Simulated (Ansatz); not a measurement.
# Pt in Ansatz: the effect of target pressure

Crystal: Pt.

```xyz
2
Lattice="2.7607 0.0000 0.0000 -1.3803 2.3908 0.0000 0.0000 0.0000 4.7921" Properties=species:S:1:pos:R:3 pbc="T T T"
Pt    0.0000    1.5939    1.1980
Pt    1.3803    0.7969    3.5941
```

This isn't the form of Pt at room conditions, which is fcc.

Alike in all runs:

| Property | Result |
| --- | --- |
| Program | Ansatz 0.2.0 |
| Task | relaxation of cell and atoms |
| Functional | PBE |
| Potentials or basis | Ansatz PAW |
| Cutoff | 420 eV (not typed: the program's choice for these potentials) |
| k mesh | 11 × 11 × 6 |
| Occupations | fermi-dirac, width 0.05 eV |
| Spin | no spin polarisation |

Each run relaxes the cell or the atoms first.

```csv
target pressure,relaxed volume (Å³/atom)
0 GPa,15.76
2 GPa,15.63
5 GPa,15.45
10 GPa,15.18
20 GPa,14.71
30 GPa,?
```

Problem. What does the run with target pressure 30 GPa give?

Solution. Relaxed volume 14.32 Å³/atom.

Worked out: In Murnaghan's law V^(-B') rises as a straight line in P. The other rows fit best with B' = 5.2, V0 = 15.76 Å³/atom and B0 = 242 GPa, which gives 14.32 Å³/atom at 30 GPa, against the run's 14.32.

Caveats: the plane-wave basis is chosen anew once the cell has moved, so the energies of steps on either side of that aren't comparable.
